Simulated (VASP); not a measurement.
Wanted: the native input for a VASP 6.6.1 run.

```
Task                   : single point
Functional             : LDA
Potentials or basis    : VASP PAW LDA potentials, release 64 (K_sv, Cl)
Cutoff                 : 520 eV
k mesh                 : 6 × 6 × 6
Occupations            : gaussian, width 0.02 eV
Spin                   : no spin polarisation
Further INCAR settings : ALGO = Normal; EDIFF = 1e-07; NBANDS = 15
```

The structure of KCl lies in POSCAR:

```
KCl
1.0
    3.6340000000      0.0000000000      0.0000000000
    0.0000000000      3.6340000000      0.0000000000
    0.0000000000      0.0000000000      3.6340000000
K Cl
1 1
Direct
    0.0000000000      0.0000000000      0.0000000000
    0.5000000000      0.5000000000      0.5000000000
```

Measurements of this composition are mostly on another form, of space group No. 225.

These files were run (other wordings do the same):

INCAR

```
ALGO = Normal
EDIFF = 1E-7
ENCUT = 520
ISIF = 2
ISMEAR = 0
LASPH = True
LCHARG = False
LREAL = False
LWAVE = False
NBANDS = 15
NELM = 80
PREC = Accurate
SIGMA = 0.02
```

KPOINTS

```
k-points
0
Gamma
  6 6 6
```

Potentials or basis: VASP PAW LDA potentials, release 64 (K_sv, Cl).

Run with:

```sh
$ cat potpaw_LDA.64/K_sv/POTCAR potpaw_LDA.64/Cl/POTCAR > POTCAR
$ mpirun -np 1 vasp_std > vasp.out
```

It gave:

The pressure is 0.2 GPa and the band gap on the k mesh is 5.14 eV, indirect (least direct gap 5.38 eV).

It took 7 s on 1 thread of Intel(R) Xeon(R) Platinum 8488C (Sapphire Rapids), with other jobs on the host, peak memory 0.14 GiB.
